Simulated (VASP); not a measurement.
Input of a VASP 6.6.1 run:

The input INCAR:

```
SYSTEM = Sb
  PREC = Accurate
  ENCUT = 520
  EDIFF = 1E-6
  ISMEAR = 0
  SIGMA = 0.1
  LREAL = .FALSE.
  LASPH = .TRUE.
  NELM = 80
  ALGO = Normal
  ISIF = 2
  LWAVE = .FALSE.
  LCHARG = .TRUE.
  METAGGA = R2SCAN
  LMIXTAU = .TRUE.
  LELF = .TRUE.
  LVHAR = .TRUE.
  NBANDS = 12
```

KPOINTS

```
Automatic mesh
0
G
  12 12 12
  0 0 0
```

File POSCAR:

```
Sb
1.0
    2.1629700000      1.2487900000      3.6801000000
   -2.1629700000      1.2487900000      3.6801000000
    0.0000000000     -2.4975800000      3.6801000000
Sb
2
Direct
    0.2362400000      0.2362400000      0.2362400000
    0.7637600000      0.7637600000      0.7637600000
```

Potentials or basis: VASP PAW PBE potentials, release 64 (Sb).

Launch:

```sh
$ cat potpaw_PBE.64/Sb/POTCAR > POTCAR
$ mpirun -np 1 vasp_std > vasp.out
```

(1) What does it give for the largest force?

(2) Predict the band gap on the k mesh.

Results:

(1) 0.117 eV/Å.

(2) none (metal or under the smearing width).

Caveat: the PAW data sets were made with another functional, which shifts forces and pressure a little.
